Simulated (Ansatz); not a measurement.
Consider the cleavage of the Si–Si bond: `O[Si](O)(F)[SiH2]F` + `CC(=O)O` → `CC(=O)O[SiH2]F` + `O[SiH](O)F`.

Calculated with Ansatz (gas phase, PBE0-D4/def2-TZVP geometries, no zero-point term in ΔE). CCSD(T)/CBS is the MP2 limit (def2-TZVPP, def2-QZVPP) plus CCSD(T) − MP2 in def2-TZVPP, frozen cores. This one scheme is used for every species. DFT in def2-TZVPP. Each species was taken in one conformer, which may not be the lowest.

```tsv
level	ΔE (kJ/mol)	difference from CCSD(T)/CBS
LDA (SPW92)	-101.5	20.6
PBE-D4	-91.6	30.5
r2SCANh-D4	-116.0	6.1
r2SCAN0-D4	-118.4	3.7
CAM-B3LYP-D4	-118.6	3.5
r2SCAN	-114.4	7.7
r2SCAN0	-118.6	3.5
CAM-B3LYP	-119.6	2.5
MP2/def2-SVP	-123.4	-1.3
CCSD(T)/def2-SVP	-116.9	5.2
HF/def2-TZVPP	-135.5	-13.4
SCS-MP2/def2-TZVPP	-131.7	-9.6
CCSD(T)/def2-TZVPP	-123.7	-1.6
HF/def2-QZVPP	-137.4	-15.3
MP2/def2-QZVPP	-131.0	-8.9
CCSD/CBS(def2)	-123.3	-1.2
CCSD(T)/CBS	-122.1	0
```

Largest T1 diagnostic among the species: 0.015.

From PBE to PBE0 (25 % exact exchange), in def2-TZVPP and without D4, ΔE moves by −9.7 kJ/mol. At CCSD(T), def2-SVP lies +5.2 kJ/mol from the extrapolated value and def2-TZVPP −1.6 kJ/mol.

CCSD(T)/CBS has its own doubt, a few kJ/mol and more with outer-core shells, so smaller differences from it don't rank the levels.
